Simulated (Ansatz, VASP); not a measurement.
**Two plane-wave programs on GaSb**

The input INCAR:

```
PREC = Accurate
ENCUT = 520
EDIFF = 1E-7
ISMEAR = 0
SIGMA = 0.15
LREAL = False
LASPH = True
NELM = 100
ALGO = Normal
ISIF = 2
LWAVE = False
LCHARG = True
LELF = True
LVHAR = True
NBANDS = 16
```

The input KPOINTS:

```
Automatic mesh
0
Gamma
  18 18 18
```

POSCAR

```
GaSb
1.0
   -3.0631953250      3.0631953250      1.5907070000
    3.0631953250     -3.0631953250      1.5907070000
    3.0631953250      3.0631953250     -1.5907070000
Ga Sb
1 1
Direct
    0.2500000000      0.7500000000      0.5000000000
    0.0000000000      0.0000000000      0.0000000000
```

Input for Ansatz:

```yaml
crystal:
  lattice:
    - [-3.063195325, 3.063195325, 1.590707]
    - [3.063195325, -3.063195325, 1.590707]
    - [3.063195325, 3.063195325, -1.590707]
  atoms:
    - { symbol: Ga, position: [0.25, 0.75, 0.5] }
    - { symbol: Sb, position: [0.0, 0.0, 0.0] }
basis:
  ecutwfc: 420
kpoints:
  mp_grid: { grid: [18, 18, 18] }
hamiltonian:
  xc: lda
scf:
  occupations: { method: gaussian, width: 0.15 }
output:
  forces: true
  stress: true
  eigenvalues: true
```

Change from the starting cell: strain +0.1125 x Voigt [1, 1, 0, 0, 0, 0], atoms carried along.

Alike in both runs: task single point; functional LDA; k mesh 18 × 18 × 18; occupations gaussian, width 0.15 eV; no spin polarisation.

|  | VASP | Ansatz |
| --- | --- | --- |
| version | VASP 6.6.1 | Ansatz 0.2.0 |
| potentials or method | VASP PAW LDA potentials, release 64 (Ga_d, Sb) | scalar-relativistic, plane waves, PAW |
| plane-wave cutoff (eV) | 520 | 420 |
| valence electrons in the cell | 18 | 28 |

Ansatz gave:

| Quantity | Value |
| --- | --- |
| gap on the k mesh at the Fermi level (eV) | none |
| pressure (GPa) | -9.2 |
| largest component of the traceless stress (GPa) | 1.28 |

Q: Which values does VASP return?

A: gap on the k mesh at the Fermi level (eV): none; pressure (GPa): -9.2; largest component of the traceless stress (GPa): 1.30.

A gap of «none» marks a metal or a gap that the smearing closes. The two sets of potentials don't hold the same shells in valence.

The runs have no spin-orbit coupling, so splittings on Sb are missing.
